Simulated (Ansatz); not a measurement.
The system is Te.

```
Te
1.0
     4.45400    0.00000    0.00000
    -2.22700    3.85728    0.00000
     0.00000    0.00000    5.92400
Te
3
Direct
  0.73100 0.73100 0.00000
  0.00000 0.26900 0.66667
  0.26900 0.00000 0.33333
```

| Quantity | Value |
| --- | --- |
| Program | Ansatz 0.2.0 |
| Task | relaxation of cell and atoms |
| Functional | PBEsol |
| Potentials or basis | Ansatz PAW |
| Cutoff | 420 eV (not typed: the program's choice for these potentials) |
| k mesh | 7 × 7 × 5 |
| Occupations | fermi-dirac, width 0.05 eV |
| Spin | no spin polarisation |

At the start: volume 33.93 Å³/atom.

Question: How do energy, volume and symmetry change on relaxing?

Answer: It ends after 6 steps and the volume is 32.09 Å³/atom (-5.4 %); space group P3_121 (No. 152, to 0.05 Å).

The path:
| step | energy change (eV) | largest force (eV/Å) | volume (Å³) |
| --- | --- | --- | --- |
| 1 | 0.0000 | 0.1034 | 101.78 |
| 2 | -0.0219 | 0.1299 | 97.33 |
| 3 | -0.0300 | 0.0055 | 96.39 |
| 4 | -0.0310 | 0.0045 | 96.31 |
| 5 | -0.0310 | 0.0012 | 96.27 |
| 6 | -0.0301 | 0.0012 | 96.27 |

Final structure:
```yaml
crystal:
  lattice:
    - [4.32309, 0.00000, 0.00000]
    - [-2.16154, 3.74390, 0.00000]
    - [0.00000, 0.00000, 5.94771]
  atoms:
    - { symbol: Te, position: [0.71636, 0.71636, 0.00000] }
    - { symbol: Te, position: [0.00000, 0.28364, 0.66667] }
    - { symbol: Te, position: [0.28364, 0.00000, 0.33333] }
```

Caveat: the plane-wave basis is chosen anew once the cell has moved, so the energies of steps on either side of that aren't comparable; the PAW data sets come from PBE, with cores solved anew for the run's functional, which leaves a small shift of forces and pressure.
